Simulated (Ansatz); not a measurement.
(100) slab cut from the bulk of Ti, 15 Å of vacuum:

```
Ti
1.0
     3.25179    0.00000    0.00000
     0.00000    3.25179    0.00000
     0.00000    0.00000   24.75537
Ti
7
Direct
  0.50000 0.50000 0.30296
  0.00000 0.00000 0.36864
  0.50000 0.50000 0.43432
  0.00000 0.00000 0.50000
  0.50000 0.50000 0.56568
  0.00000 0.00000 0.63136
  0.50000 0.50000 0.69704
```

The calculation used Ansatz, DFT r2SCAN, scalar-relativistic, plane waves, PAW. Cutoff 500 eV; k points 11×11×1 on the computed 7-atom cell (Γ-centred); Gaussian smearing, width 0.10 eV; no spin polarisation. The cell repeats along c with a dipole correction in the vacuum.

This base run converges in 10 iterations with a largest force of 0.492 eV/Å and a work function of 3.18 eV on the top face.

One setting at a time is then changed, some of them on purpose to poor values; changes count from the base run, energies are extrapolated to zero smearing, γ keeps the base's bulk energy, atoms stay where they are, and risky runs are capped at 50 to 100 iterations.

Q: What does each change do? occupations fixed; occupations cold 0.2 eV; n_extra_bands = 30; no dipole correction, vacuum of 8 Å; occupations gaussian 0.01 eV; cutoff 300 eV; no dipole correction, vacuum of 15 Å; cutoff 120 eV; k mesh 5×5×1.

A:
```csv
change,outcome,SCF iterations,ΔE (meV/atom),Δγ (J/m²),Δφ top (eV),largest force (eV/Å),largest change of a force (eV/Å)
occupations fixed,converged with warnings,27,+130.9,+0.694,+0.16,0.588,0.384
occupations cold 0.2 eV,converged,10,-0.1,0.000,+0.01,0.495,0.014
n_extra_bands = 30,converged,10,0.0,0.000,0.00,0.492,0.000
"no dipole correction, vacuum of 8 Å",converged,11,0.0,0.000,,0.487,0.005
occupations gaussian 0.01 eV,converged,12,+0.1,+0.001,-0.02,0.498,0.015
cutoff 300 eV,converged with warnings,10,+112.3,,0.00,0.523,0.031
"no dipole correction, vacuum of 15 Å",converged,10,0.0,0.000,,0.492,0.000
cutoff 120 eV,converged with warnings,12,+51671.2,,+1.20,5.044,4.553
k mesh 5×5×1,converged,11,+9.6,+0.051,+0.06,0.534,0.053
```

Spin polarisation was left out, and a magnetic state may lie lower. The smearing is narrow for a metal on this mesh. In some of the runs (cutoff 120) charge leaks into the vacuum, so their work functions can be off.

The reference crystal is the bcc form of Ti, which isn't its usual structure.

Cost: 10 runs of about 2.8 core-minutes in all, on AMD EPYC 9R45 (Zen 5) (shared hosts).